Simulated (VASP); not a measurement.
**AgCl in VASP: one cell, several levels of theory**

Aim: gap, levels, forces and stress of AgCl in the zincblende structure at fixed geometry. Runs: HSE06, PBE0. The results are then set beside those of Ansatz 0.2.0 for the same cell. This is a trial cell built on a prototype, not taken from a measured structure, and it needn't be the compound's ground state.

Code: VASP 6.6.1. PAW datasets, plane waves. No spin polarisation. The prototype was imposed, so other structures may be more stable.

### Step 1. The system as given

The cell comes from an earlier relaxation with r2SCAN in another program.

The symmetry is F-43m (No. 216, cubic); a = 5.986 Å in the conventional setting, 26.82 Å³ an atom. Ag has 4 Cl at 2.59 Å; Cl has 4 Ag at 2.59 Å.

The structure in full:

```
CELL_PARAMETERS angstrom
0.00000 2.99325 2.99325
2.99325 0.00000 2.99325
2.99325 2.99325 0.00000
ATOMIC_POSITIONS crystal
Ag 0.00000 0.00000 0.00000
Cl 0.25000 0.25000 0.25000
```

### Step 2. HSE06

A PBE run in the same folder leaves the orbitals that the hybrid reads.

INCAR (PBE start) reads:

```
ENCUT = 520.000000
SIGMA = 0.010000
EDIFF = 1.00e-05
GGA = PE
PREC = Accurate
ISMEAR = 0
NBANDS = 16
NELM = 120
LASPH = .TRUE.
LCHARG = .FALSE.
LWAVE = .TRUE.
LREAL = .FALSE.
```

INCAR reads:

```
AEXX = 0.250000
ENCUT = 520.000000
HFSCREEN = 0.207900
SIGMA = 0.010000
EDIFF = 1.00e-07
ALGO = Normal
GGA = PE
PREC = Accurate
PRECFOCK = Fast
IBRION = -1
ISIF = 2
ISMEAR = 0
ISTART = 1
NBANDS = 16
NELM = 120
NSW = 0
LASPH = .TRUE.
LCHARG = .FALSE.
LHFCALC = .TRUE.
LWAVE = .FALSE.
LREAL = .FALSE.
```

KPOINTS reads:

```
KPOINTS created by Atomic Simulation Environment
0
Gamma
6 6 6
0 0 0
```

KPOINTS_OPT reads:

```
special points
6
Reciprocal
0.0000000000 0.0000000000 0.0000000000 1
0.5000000000 0.0000000000 0.5000000000 1
0.5000000000 0.2500000000 0.7500000000 1
0.3750000000 0.3750000000 0.7500000000 1
0.5000000000 0.5000000000 0.5000000000 1
0.6250000000 0.2500000000 0.6250000000 1
```

POSCAR reads:

```
Ag Cl
 1.0000000000000000
    -0.0000000000000000    2.9932461610011161    2.9932461610011161
     2.9932461610011161   -0.0000000000000000    2.9932461610011161
     2.9932461610011161    2.9932461610011161    0.0000000000000000
 Ag  Cl
   1   1
Cartesian
  0.0000000000000000  0.0000000000000000  0.0000000000000000
  1.4966230805005580  1.4966230805005580  1.4966230805005580
```

The run uses the recommended PBE PAW datasets (18 valence electrons a neutral cell).

On the command line:

```console
$ mpirun -np 1 vasp_std
```

The files below are those of the last stage.

Printed to the terminal (iteration lines stand in OSZICAR):

```text
POSCAR found type information on POSCAR AgCl
 POSCAR found :  2 types and       2 ions
 LDA part: xc-table for (Slater+PW92), standard interpolation
 found WAVECAR, reading the header
 POSCAR, INCAR and KPOINTS ok, starting setup
 FFT: planning ... GRIDC
 FFT: planning ... GRID_SOFT
 FFT: planning ... GRID
 reading WAVECAR
 the WAVECAR file was read successfully
 initial charge from wavefunction
 entering main loop
 Start KPOINTS_OPT (optional k-point list driver)
k-point batch [1-6\6]
```

OSZICAR:

```text
N       E                     dE             d eps       ncg     rms          rms(c)
DAV:   1    -0.668220647484E+01   -0.66822E+01   -0.28386E-01   544   0.663E+00    0.110E+00
DAV:   2    -0.667772613741E+01    0.44803E-02   -0.62105E-02   632   0.295E+00    0.732E-01
DAV:   3    -0.667689492399E+01    0.83121E-03   -0.72698E-03   680   0.939E-01    0.489E-01
DAV:   4    -0.667691490461E+01   -0.19981E-04   -0.43040E-04   696   0.168E-01    0.294E-01
DAV:   5    -0.667689285375E+01    0.22051E-04   -0.41657E-05   680   0.632E-02    0.174E-01
DAV:   6    -0.667688951223E+01    0.33415E-05   -0.12264E-05   640   0.257E-02    0.105E-01
DAV:   7    -0.667688929451E+01    0.21772E-06   -0.22097E-06   632   0.116E-02    0.624E-02
DAV:   8    -0.667688998112E+01   -0.68661E-06   -0.12956E-06   592   0.909E-03    0.368E-02
DAV:   9    -0.667689066124E+01   -0.68012E-06   -0.58224E-07   624   0.569E-03    0.218E-02
DAV:  10    -0.667689115251E+01   -0.49128E-06   -0.28463E-07   656   0.381E-03    0.130E-02
DAV:  11    -0.667689142556E+01   -0.27305E-06   -0.14603E-07   632   0.265E-03    0.786E-03
DAV:  12    -0.667689156720E+01   -0.14164E-06   -0.73297E-08   536   0.189E-03    0.477E-03
DAV:  13    -0.667689163003E+01   -0.62824E-07   -0.39751E-08   544   0.145E-03
   1 F= -.66768916E+01 E0= -.66768916E+01  d E =-.224272E-28
       N       E                     dE             ncg
DAV:   1     0.745291419523E+03   -0.26150E+04      192
DAV:   2    -0.213727390507E+02   -0.76666E+03      232
DAV:   3    -0.625366532089E+02   -0.41164E+02      248
DAV:   4    -0.630992432469E+02   -0.56259E+00      288
DAV:   5    -0.631046893660E+02   -0.54461E-02      272
DAV:   6    -0.631047725090E+02   -0.83143E-04      256
DAV:   7    -0.631047743575E+02   -0.18486E-05      264
DAV:   8    -0.631047744029E+02   -0.45333E-07      240
```

The lines after F= are the extra pass for the points of KPOINTS_OPT, at fixed density; their E is not a total energy.

Parts of OUTCAR:

```text
k-points           NKPTS =     16   k-points in BZ     NKDIM =    216   number of bands    NBANDS=     16

   NELECT =      18.0000    total number of electrons

   dimension x,y,z NGX =    32 NGY =   32 NGZ =   32
   dimension x,y,z NGXF=    64 NGYF=   64 NGZF=   64

  energy-cutoff  :      520.00
  volume of cell :       53.64
      direct lattice vectors                 reciprocal lattice vectors
     0.000000000  2.993246161  2.993246161    -0.167042727  0.167042727  0.167042727
     2.993246161  0.000000000  2.993246161     0.167042727 -0.167042727  0.167042727
     2.993246161  2.993246161  0.000000000     0.167042727  0.167042727 -0.167042727

 k-points in reciprocal lattice and weights: KPOINTS created by Atomic Simulation Env
   0.00000000  0.00000000  0.00000000       0.005
   0.16666667  0.00000000  0.00000000       0.037
   0.33333333  0.00000000  0.00000000       0.037
   0.50000000  0.00000000  0.00000000       0.019
   0.16666667  0.16666667  0.00000000       0.028
   0.33333333  0.16666667  0.00000000       0.111
   0.50000000  0.16666667  0.00000000       0.111
  -0.33333333  0.16666667  0.00000000       0.111
[... 8 more k-points ...]

 E-fermi :   0.8292

 k-point     1 :       0.0000    0.0000    0.0000
  band No.  band energies     occupation
      1     -15.2136      2.00000
      2      -3.6683      2.00000
      3      -3.6683      2.00000
      4      -3.6683      2.00000
      5      -1.7799      2.00000
      6      -1.7799      2.00000
      7       0.7540      2.00000
      8       0.7540      2.00000
      9       0.7540      2.00000
     10       3.4517      0.00000
     11      10.4472      0.00000
     12      10.4472      0.00000
     13      10.4472      0.00000
     14      15.0882      0.00000
     15      15.0882      0.00000
     16      15.2793      0.00000

 k-point     2 :       0.1667    0.0000    0.0000
  band No.  band energies     occupation
      1     -15.1655      2.00000
      2      -3.6766      2.00000
      3      -3.6090      2.00000
      4      -3.6090      2.00000
      5      -1.7852      2.00000
      6      -1.7852      2.00000
      7       0.0887      2.00000
      8       0.6103      2.00000
      9       0.6103      2.00000
     10       4.2478      0.00000
     11       9.6903      0.00000
     12      10.6902      0.00000
     13      10.6902      0.00000
     14      14.2718      0.00000
     15      14.2718      0.00000
     16      15.1756      0.00000

 k-point     3 :       0.3333    0.0000    0.0000
  band No.  band energies     occupation
      1     -15.0680      2.00000
      2      -3.5805      2.00000
      3      -3.4953      2.00000
      4      -3.4953      2.00000
      5      -1.7581      2.00000
      6      -1.7581      2.00000
      7      -1.0302      2.00000
      8       0.2986      2.00000
      9       0.2986      2.00000
     10       5.5508      0.00000
     11       8.9649      0.00000
     12      10.8506      0.00000
     13      10.8506      0.00000
     14      14.3471      0.00000
     15      14.5757      0.00000
     16      14.5757      0.00000

 k-point     4 :       0.5000    0.0000    0.0000
  band No.  band energies     occupation
      1     -15.0187      2.00000
      2      -3.4428      2.00000
      3      -3.4428      2.00000
      4      -3.4257      2.00000
      5      -1.7170      2.00000
      6      -1.7170      2.00000
      7      -1.6268      2.00000
      8       0.1230      2.00000
      9       0.1230      2.00000
     10       6.0813      0.00000
     11       8.9547      0.00000
     12      10.7690      0.00000
     13      10.7690      0.00000
     14      14.2210      0.00000
     15      15.9224      0.00000
     16      15.9224      0.00000

 k-point     5 :       0.1667    0.1667    0.0000
  band No.  band energies     occupation
      1     -15.1497      2.00000
      2      -3.7431      2.00000
      3      -3.5524      2.00000
      4      -3.5524      2.00000
      5      -1.8375      2.00000
      6      -1.7440      2.00000
      7       0.2051      2.00000
      8       0.3989      2.00000
      9       0.3989      2.00000
     10       4.5009      0.00000
     11       9.4351      0.00000
     12      10.8701      0.00000
     13      10.8701      0.00000
     14      12.7339      0.00000
     15      15.1556      0.00000
     16      17.1752      0.00000

[... the tables of k-points 6 to 16 left out ...]

  Total        0.3289912      0.3289912      0.3289912     -0.0000000      0.0000000     -0.0000000
  in kB        9.8273755      9.8273755      9.8273755     -0.0000000      0.0000000     -0.0000000
  external PRESSURE =       9.8273755 kB  Pullay stress =       0.0000000 kB

 POSITION                                       TOTAL-FORCE (eV/Angst)
 -----------------------------------------------------------------------------------
      0.00000      0.00000      0.00000         0.000000     -0.000000     -0.000000
      1.49662      1.49662      1.49662        -0.000000      0.000000      0.000000
 -----------------------------------------------------------------------------------
    total drift:                               -0.000000      0.000007      0.000001

  FREE ENERGIE OF THE ION-ELECTRON SYSTEM (eV)
  ---------------------------------------------------
  free  energy   TOTEN  =        -6.6768916300 eV

  energy  without entropy=       -6.6768916300  energy(sigma->0) =       -6.67689163
```

Hardware: 1 MPI rank of Intel Xeon Platinum 8488C, shared host.

The levels at the points of KPOINTS_OPT are read from vasprun.xml.

Near the gap, in eV above the top of the last filled band v; c is the band after it:

```tsv
point	v−1	v	c	c+1
Γ	0.00	0.00	2.70	9.69
X	-1.54	-1.54	6.14	7.16
W	-1.95	-1.17	7.36	7.51
K	-1.54	-1.19	6.88	7.29
L	-0.63	-0.63	5.33	8.20
U	-1.54	-1.19	6.88	7.29
```

The HSE06 gap is 2.70 eV, direct at Γ. Pressure: 0.98 GPa; the forces vanish within 0.01 eV/Å.

### Step 3. Single point with PBE0

PBE orbitals are made first, and the hybrid starts from them.

INCAR (PBE start) is that of step 2.

Edit INCAR of step 2 so:

```diff
@@ -2,3 +2,2 @@
 ENCUT = 520.000000
-HFSCREEN = 0.207900
 SIGMA = 0.010000
@@ -21 +20,2 @@
 LREAL = .FALSE.
+HFRCUT = -1
```

KPOINTS is that of step 2.

KPOINTS_OPT is that of step 2.

POSCAR is that of step 2.

On the command line:

```console
$ mpirun -np 1 vasp_std
```

The files below are those of the last stage.

Printed to the terminal (iteration lines stand in OSZICAR):

```text
POSCAR found type information on POSCAR AgCl
 POSCAR found :  2 types and       2 ions
 LDA part: xc-table for (Slater+PW92), standard interpolation
 found WAVECAR, reading the header
 POSCAR, INCAR and KPOINTS ok, starting setup
 FFT: planning ... GRIDC
 FFT: planning ... GRID_SOFT
 FFT: planning ... GRID
 HFRCUT set to (new)   14.0369950471494
 reading WAVECAR
 the WAVECAR file was read successfully
 initial charge from wavefunction
 entering main loop
 Start KPOINTS_OPT (optional k-point list driver)
k-point batch [1-6\6]
```

OSZICAR:

```text
N       E                     dE             d eps       ncg     rms          rms(c)
DAV:   1    -0.721734937873E+01   -0.72173E+01   -0.26507E-01   552   0.653E+00    0.102E+00
DAV:   2    -0.721847058702E+01   -0.11212E-02   -0.56325E-02   640   0.274E+00    0.752E-01
DAV:   3    -0.721748677088E+01    0.98382E-03   -0.74097E-03   672   0.959E-01    0.503E-01
DAV:   4    -0.721751513201E+01   -0.28361E-04   -0.57101E-04   696   0.194E-01    0.309E-01
DAV:   5    -0.721750113520E+01    0.13997E-04   -0.57713E-05   680   0.740E-02    0.184E-01
DAV:   6    -0.721750250274E+01   -0.13675E-05   -0.18757E-05   648   0.330E-02    0.112E-01
DAV:   7    -0.721750407726E+01   -0.15745E-05   -0.26464E-06   640   0.122E-02    0.669E-02
DAV:   8    -0.721750559352E+01   -0.15163E-05   -0.15268E-06   600   0.994E-03    0.393E-02
DAV:   9    -0.721750676227E+01   -0.11688E-05   -0.72348E-07   624   0.629E-03    0.233E-02
DAV:  10    -0.721750749060E+01   -0.72834E-06   -0.34690E-07   664   0.411E-03    0.139E-02
DAV:  11    -0.721750791028E+01   -0.41968E-06   -0.19100E-07   640   0.294E-03    0.838E-03
DAV:  12    -0.721750813873E+01   -0.22845E-06   -0.98610E-08   560   0.210E-03    0.510E-03
DAV:  13    -0.721750825489E+01   -0.11616E-06   -0.55306E-08   528   0.165E-03    0.310E-03
DAV:  14    -0.721750831268E+01   -0.57784E-07   -0.27483E-08   520   0.119E-03
   1 F= -.72175083E+01 E0= -.72175083E+01  d E =-.716220-101
       N       E                     dE             ncg
DAV:   1     0.722060332165E+03   -0.26382E+04      192
DAV:   2    -0.662091811034E+02   -0.78827E+03      232
DAV:   3    -0.107365310772E+03   -0.41156E+02      256
DAV:   4    -0.107918946902E+03   -0.55364E+00      288
DAV:   5    -0.107924373029E+03   -0.54261E-02      272
DAV:   6    -0.107924459345E+03   -0.86316E-04      256
DAV:   7    -0.107924461311E+03   -0.19654E-05      248
DAV:   8    -0.107924461359E+03   -0.48722E-07      248
```

From OUTCAR:

```text
k-points           NKPTS =     16   k-points in BZ     NKDIM =    216   number of bands    NBANDS=     16

   NELECT =      18.0000    total number of electrons

   dimension x,y,z NGX =    32 NGY =   32 NGZ =   32
   dimension x,y,z NGXF=    64 NGYF=   64 NGZF=   64

  energy-cutoff  :      520.00
  volume of cell :       53.64
      direct lattice vectors                 reciprocal lattice vectors
     0.000000000  2.993246161  2.993246161    -0.167042727  0.167042727  0.167042727
     2.993246161  0.000000000  2.993246161     0.167042727 -0.167042727  0.167042727
     2.993246161  2.993246161  0.000000000     0.167042727  0.167042727 -0.167042727

 k-points in reciprocal lattice and weights: KPOINTS created by Atomic Simulation Env
   0.00000000  0.00000000  0.00000000       0.005
   0.16666667  0.00000000  0.00000000       0.037
   0.33333333  0.00000000  0.00000000       0.037
   0.50000000  0.00000000  0.00000000       0.019
   0.16666667  0.16666667  0.00000000       0.028
   0.33333333  0.16666667  0.00000000       0.111
   0.50000000  0.16666667  0.00000000       0.111
  -0.33333333  0.16666667  0.00000000       0.111
[... 8 more k-points ...]

 E-fermi :   0.5142

 k-point     1 :       0.0000    0.0000    0.0000
  band No.  band energies     occupation
      1     -15.6449      2.00000
      2      -4.0838      2.00000
      3      -4.0838      2.00000
      4      -4.0838      2.00000
      5      -2.1954      2.00000
      6      -2.1954      2.00000
      7       0.3648      2.00000
      8       0.3648      2.00000
      9       0.3648      2.00000
     10       3.7787      0.00000
     11      10.8119      0.00000
     12      10.8119      0.00000
     13      10.8119      0.00000
     14      15.4750      0.00000
     15      15.4750      0.00000
     16      15.6418      0.00000

 k-point     2 :       0.1667    0.0000    0.0000
  band No.  band energies     occupation
      1     -15.5967      2.00000
      2      -4.0948      2.00000
      3      -4.0246      2.00000
      4      -4.0246      2.00000
      5      -2.2010      2.00000
      6      -2.2010      2.00000
      7      -0.3101      2.00000
      8       0.2188      2.00000
      9       0.2188      2.00000
     10       4.5863      0.00000
     11      10.0518      0.00000
     12      11.0565      0.00000
     13      11.0565      0.00000
     14      14.6496      0.00000
     15      14.6496      0.00000
     16      15.5291      0.00000

 k-point     3 :       0.3333    0.0000    0.0000
  band No.  band energies     occupation
      1     -15.4988      2.00000
      2      -4.0047      2.00000
      3      -3.9112      2.00000
      4      -3.9112      2.00000
      5      -2.1739      2.00000
      6      -2.1739      2.00000
      7      -1.4434      2.00000
      8      -0.0973      2.00000
      9      -0.0973      2.00000
     10       5.9038      0.00000
     11       9.3263      0.00000
     12      11.2177      0.00000
     13      11.2177      0.00000
     14      14.7012      0.00000
     15      14.9558      0.00000
     16      14.9558      0.00000

 k-point     4 :       0.5000    0.0000    0.0000
  band No.  band energies     occupation
      1     -15.4491      2.00000
      2      -3.8586      2.00000
      3      -3.8586      2.00000
      4      -3.8528      2.00000
      5      -2.1326      2.00000
      6      -2.1326      2.00000
      7      -2.0433      2.00000
      8      -0.2749      2.00000
      9      -0.2749      2.00000
     10       6.4352      0.00000
     11       9.3172      0.00000
     12      11.1355      0.00000
     13      11.1355      0.00000
     14      14.5762      0.00000
     15      16.3109      0.00000
     16      16.3109      0.00000

 k-point     5 :       0.1667    0.1667    0.0000
  band No.  band energies     occupation
      1     -15.5809      2.00000
      2      -4.1621      2.00000
      3      -3.9681      2.00000
      4      -3.9681      2.00000
      5      -2.2540      2.00000
      6      -2.1596      2.00000
      7      -0.1927      2.00000
      8       0.0050      2.00000
      9       0.0050      2.00000
     10       4.8423      0.00000
     11       9.7957      0.00000
     12      11.2374      0.00000
     13      11.2374      0.00000
     14      13.0990      0.00000
     15      15.5429      0.00000
     16      17.5376      0.00000

[... the tables of k-points 6 to 16 left out ...]

  Total        0.3049012      0.3049012      0.3049012      0.0000000     -0.0000000     -0.0000000
  in kB        9.1077784      9.1077784      9.1077784      0.0000000     -0.0000000     -0.0000000
  external PRESSURE =       9.1077784 kB  Pullay stress =       0.0000000 kB

 POSITION                                       TOTAL-FORCE (eV/Angst)
 -----------------------------------------------------------------------------------
      0.00000      0.00000      0.00000        -0.000000     -0.000000     -0.000000
      1.49662      1.49662      1.49662         0.000000      0.000000      0.000000
 -----------------------------------------------------------------------------------
    total drift:                               -0.000000      0.000004      0.000001

  FREE ENERGIE OF THE ION-ELECTRON SYSTEM (eV)
  ---------------------------------------------------
  free  energy   TOTEN  =        -7.2175083127 eV

  energy  without entropy=       -7.2175083127  energy(sigma->0) =       -7.21750831
```

Hardware: 1 MPI rank of Intel Xeon Platinum 8488C, shared host.

The levels at the points of KPOINTS_OPT are read from vasprun.xml.

Near the gap, in eV above the top of the last filled band v; c is the band after it:

```tsv
point	v−1	v	c	c+1
Γ	0.00	0.00	3.41	10.45
X	-1.56	-1.56	6.87	7.92
W	-1.98	-1.19	8.13	8.25
K	-1.56	-1.21	7.63	8.05
L	-0.64	-0.64	6.07	8.95
U	-1.56	-1.21	7.63	8.05
```

PBE0 gives a direct gap of 3.41 eV at Γ. Pressure: 0.91 GPa; the forces vanish within 0.01 eV/Å.

### Step 4. Results

| level | gap (eV) | pressure (GPa) | Ansatz: gap (eV) | Ansatz: pressure (GPa) |
| --- | --- | --- | --- | --- |
| HSE06 | 2.70 | 0.98 | 2.71 | – |
| PBE0 | 3.41 | 0.91 | 3.43 | – |

**Reading.** The gap runs from 2.70 eV (HSE06) to 3.41 eV (PBE0). The two programs agree on the gap within 0.02 eV, far less than the spread between functionals. Each program uses its own PAW datasets and cutoff. VASP's cell holds 18 valence electrons and Ansatz's 26.
